A WS₂ sheet is three atomic planes thick, with tungsten in the middle and sulphur on both faces. When two sheets are laid on each other, sulphur meets sulphur. Both faces are the same triangular pattern of bumps and hollows, so sliding the upper sheet sideways changes what each bump rests on. The atoms, their number and the cell stay the same.

The table follows such a pair through eight placements. The upper sheet is either kept in the orientation of the lower one or turned by 180 degrees, then shifted by fractions of the two cell edges. The heights were relaxed, while the sideways position was held. The binding energy is counted from two free sheets per area of the bilayer, so a more negative value means stronger binding.

WS₂ bilayers with in-plane cell edges of 3.16 Å, the upper sheet turned by 180 degrees or not and shifted by fractions of a and b, with only the heights relaxed. Binding energies are relative to two free sheets and negative where bound. Ansatz 0.2.0, scalar-relativistic PBE with D3(BJ) dispersion, plane-wave PAW, no spin polarisation, cutoff 420 eV, k mesh 12×12×1.

```
stacking turned  stacking shift a (fractional)  stacking shift b (fractional)  binding energy (meV/Å²)  distance between centres (Å)  gap between outer atoms (Å)
             no                              0                              0                    -22.4                         6.669                        3.520
             no                         0.3333                         0.6667                    -33.0                         6.063                        2.916
             no                         0.6667                         0.3333                    -33.0                         6.063                        2.916
             no                            0.5                              0                    -30.6                         6.171                        3.023
            yes                              0                              0                    -33.2                         6.083                        2.934
            yes                         0.3333                         0.6667                    -30.6                         6.148                        3.002
            yes                         0.6667                         0.3333                    -22.9                         6.643                        3.493
            yes                            0.5                              0                    -26.0                         6.430                        3.282
```

Three rows carry the argument: unturned (0, 0), turned (0, 0) and turned (0.3333, 0.6667). In the first, every atom of the upper sheet lies straight above its own copy in the lower one.

**(a) The gap between the facing sulphur planes changes by 0.6 Å although the sheets are only moved sideways. Why? And how much of the drop from the unturned (0, 0) to the turned (0, 0) stacking does geometry alone account for?**

*Solution.* The sheets themselves don't give way. The distance between centres exceeds the gap by 3.15 Å in every row, which is the thickness of one sheet from sulphur plane to sulphur plane. The whole change therefore lies in the space between the sheets, and one of the two distance columns is enough.

Sulphur atoms of different sheets form no bond with each other. When their closed electron clouds begin to overlap, they repel steeply, so a facing pair has a fairly definite closest distance. If one bump stands on another, that distance points straight up and the whole of it goes into the gap. If a bump sits over a hollow, its contacts run sideways as well as up, and the sheets can come closer with the atoms no nearer to each other.

This picture is a right-angled triangle. Its long side is the nearest sulphur–sulphur contact between the sheets, and its short sides are the gap and the sideways offset of the two atoms:

gap = √(contact² − offset²)

In the unturned (0, 0) stacking the offset is zero, so the contact equals the gap, 3.52 Å. In the turned (0, 0) stacking each facing sulphur atom lies over a hollow, at equal distance from three sulphur atoms of the other sheet. With a cell edge of 3.16 Å the offset is 3.16/√3 = 1.82 Å. Keeping the contact of the first row gives

gap = √(3.52² − 1.82²) ≈ 3.01 Å.

The calculation gives 2.93 Å. The turned (0, 0) row played no part in this estimate, and the triangle accounts for 0.51 Å of a drop of 0.59 Å. The remainder shows that the contact isn't a rigid rod: it shortens a little between these two rows.

The same reasoning serves the other rows once the offset is known. For the unturned sheets it follows directly from the shift. For the turned ones, the wide gap at (0.6667, 0.3333) shows that sulphur stands on sulphur there, and the other offsets are counted from that position. Turned (0.5, 0) is then only 0.91 Å away from sulphur on sulphur, which explains why its gap is still wide. Unturned (0.5, 0) puts each sulphur atom over the bridge between two others, and its gap is nearly as narrow as over a hollow.

If one contact length is used for all stackings, namely the mean over the seven distinct ones, it comes to 3.46 Å. The triangle then gives the gaps with a typical error of 0.05 Å, against 0.24 Å if registry is ignored and one mean gap is used throughout. The two unturned third shifts are mirror images of each other and count as one stacking. The triangle leaves out how many contacts share the load and how steeply they stand, so the last few hundredths of an ångström are beyond it.

**(b) The stackings with the widest gaps are also the most weakly bound. Is this because their sulphur atoms repel each other more strongly at rest?**

*Solution.* It is tempting to say so, but a simple force balance argues the opposite. Each pair of sheets settles where attraction and repulsion pull equally hard. The attraction is mainly dispersion, which gathers contributions from many atom pairs across the gap and so hardly notices the sideways position. The repulsion comes from the nearest contacts and depends on that position strongly.

Let d be the gap and A(d) the energy gained by attraction, taken as the same for every stacking. Let the repulsion be B·exp(−d/ρ), where ρ is a short decay length and only the strength B depends on registry. The energy is then

E(d) = −A(d) + B·exp(−d/ρ).

At the resting gap the two forces cancel. The attractive force F(d) is the rate at which A falls as the gap opens, and the repulsive force is the repulsion energy divided by ρ. The repulsion energy at rest is therefore ρ·F(d), and

E(rest) = −A(d) + ρ·F(d).

The strength B has dropped out. Registry decides where a pair comes to rest, but the gap alone then fixes how strongly it is bound. All stackings should lie on one curve of binding energy against gap.

The formula also answers the question. Dispersion pulls less hard across a wide gap, so F is smaller there, and so is the repulsion energy at rest. In this picture the unturned (0, 0) pair is weakly bound because its bumps hold it at a distance where much of the attraction is lost. It has escaped the repulsion by moving apart, and pays for that in attraction. The leaning contacts of part (a) strengthen this answer. Over a hollow they push partly sideways, so it takes more repulsion energy to balance the same pull. They also make the effective ρ depend somewhat on registry, so the single curve can only be approximate.

The table supports the single curve. A constant divided by a power of the gap, with both the constant and the power fitted by least squares to the seven distinct stackings, reproduces the binding energies with a typical error of 0.3 meV/Å². The energies themselves span about 11 meV/Å². The power comes out close to two, but it is only a convenient description: it mixes attraction, repulsion and the thickness of the sheets, and isn't a law of dispersion forces.

A good curve doesn't prove the division into a common attraction and a variable repulsion, because the table holds only their sum. The D3 term is a separate sum over atom pairs added to the PBE energy, so listing it for each stacking would test the division. The height of the curve also deserves some caution. PBE with this dispersion correction is known to bind such sheets too strongly, so the order of well-separated stackings is safer than the absolute energies.

**(c) In the turned (0, 0) and turned (0.3333, 0.6667) stackings the facing sulphur atoms sit equally well in hollows. Why is the second one weaker by 2.6 meV/Å²? And what do the two half shifts and the near-tie at the top of the table mean?**

*Solution.* If only the two facing sulphur planes mattered, these rows would be equal. Instead the second has a gap wider by 0.07 Å. On the common curve this extra width accounts for about 1.5 of the 2.6 meV/Å². The rest lies off the curve, and these two rows are the only ones that miss it clearly, on opposite sides. So the assumptions behind the single curve, a common attraction and a repulsion that differs only in its strength, don't both hold here.

What differs is the next plane down. A hollow between three sulphur atoms may have tungsten beneath it or nothing. In the turned (0, 0) stacking, the one known from the common 2H crystal, each facing sulphur atom has a tungsten atom of the other sheet behind its hollow. In the turned (0.3333, 0.6667) stacking the hollows are empty and tungsten stands above tungsten. The gaps alone don't tell these two apart; the assignment rests on the known preference for the 2H arrangement.

A second pair of rows gives a check that doesn't depend on this assignment. Unturned (0, 0) and turned (0.6667, 0.3333) both have sulphur on sulphur, but only the first also has tungsten above tungsten. It is again the wider and weaker of the two, though by only 0.5 meV/Å², most of which the common curve already assigns to its slightly wider gap. The effect has the same sign and is smaller where the sheets are further apart, but it is small enough to count only as a hint.

The unturned third shifts are the case in between. There only one of the two facing sulphur atoms has tungsten behind its hollow, yet the sheets are bound almost as strongly as in turned (0, 0). That seems to put all the blame on tungsten above tungsten, but the gaps differ too. Measured from the common curve, the third shifts lie on it, while turned (0, 0) is bound more strongly and turned (0.3333, 0.6667) more weakly, each by about half a meV/Å². At equal gap, then, the binding seems to grow with the number of sulphur atoms that have tungsten behind their hollow. Three stackings and a fitted curve are thin evidence for a rule, but tungsten above tungsten can't be the whole story, since neither turned (0, 0) nor the third shifts have it.

Repulsion between the positively charged tungsten atoms seems an obvious reason, but their planes are about 6 Å apart. The charges of a sheet cancel on average, and the part of their field that varies sideways should shrink roughly tenfold with every ångström, so hardly any of it is expected to reach that far. That argument is weaker for a facing sulphur atom and the tungsten behind its hollow. They carry opposite charges and their planes are only about 4.5 Å apart, so a small attraction of the right sign is expected there. The electron clouds next to the gap are another possible cause. They aren't round, because each sulphur atom is bonded to the tungsten behind it, and how well two such clouds fit together can depend on where that tungsten lies. In the unturned (0.3333, 0.6667) run the vacuum levels on the two faces differ by about 0.08 eV, while a single sheet has no such step, so the charge does respond to what lies behind the hollows. How much energy each cause supplies remains a guess, since the table doesn't split the energy into its parts.

The half shifts are points along a slide, and they differ in kind. Unturned (0.5, 0) lies midway between the two mirror-image stackings, and symmetry balances the sideways forces there. It is 2.4 meV/Å² less strongly bound than they are. In total energy that is about 20 meV per cell, which a rigid flake sliding straight from one to the other has to pay in all its cells at once. Whether this point is the top of the easiest path was not tested.

Turned (0.5, 0) has no such balance. On the assignment above it lies midway between sulphur on sulphur and tungsten on tungsten, and it stays there only because the sideways position was held. Its energy is a point on a slope, so it shouldn't be read as a stacking that one could prepare.

At the strong end, turned (0, 0) leads the unturned third shifts by 0.2 meV/Å², although its gap is slightly the wider. So small a lead is well within the error of the method, and it doesn't settle which stacking is the more stable. Both are good resting places, and these energies don't favour one orientation over the other.

To judge another sideways position, first find the smallest offset between facing sulphur atoms. It sets most of the gap, and the gap sets most of the binding. What lies behind the hollows comes second, but it can cancel the gain from a slightly larger offset: turned (0.3333, 0.6667), with its sulphur over hollows, is bound no more strongly than unturned (0.5, 0), with its sulphur over bridges.
